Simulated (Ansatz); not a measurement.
# In (bcc type): the cost of one run

Computed with Ansatz 0.2.0 (DFT, PBE, all-electron LAPW, scalar-relativistic, unless a step's input says otherwise).

1 further run of the same task is left out (set aside as unsound or not needed).

## 1. The structure to begin with

It takes space group Im-3m (No. 229, cubic). The conventional cell has a = 3.814 Å, b = 3.814 Å, c = 3.814 Å, α = 90.00°, β = 90.00°, γ = 90.00°. In (site symmetry m-3m) has 8 In at 3.30 Å as nearest neighbours.

As a file:

```xyz
1
Lattice="-1.9072 1.9072 1.9072 1.9072 -1.9072 1.9072 1.9072 1.9072 -1.9072" Properties=species:S:1:pos:R:3 pbc="T T T"
In    0.0000    0.0000    0.0000
```

The structure (bcc type) was typed from a prototype and relaxed by PAW; whether it is the ground state wasn't tested.

## 2. With basis error target 0.03 eV/atom

Input file input.yaml:

```yaml
crystal:
  lattice:
    - [-1.9071639637, 1.9071639637, 1.9071639637]
    - [1.9071639637, -1.9071639637, 1.9071639637]
    - [1.9071639637, 1.9071639637, -1.9071639637]
  atoms:
    - { symbol: In, position: [0.0, 0.0, 0.0] }
kpoints:
  mp_grid: { grid: [15, 15, 15] }
scf:
  occupations: { method: fermi_dirac, width: 0.05 }
hamiltonian:
  xc: pbe
  pseudopotentials: { kind: all_electron, lapw: { basis_error: 0.03 } }
output:
  forces: true
  stress: true
  eigenvalues: true
```

The run is started by

```console
> ansatz run input.yaml --threads 1 --pin off --max-ram 2048MiB --backend cpu --events-out ev --progress --plain --runs-dir out
```

**Question.** How long does this run take on 1 thread of Arm Neoverse V2, shared host?

About 3.3 s.
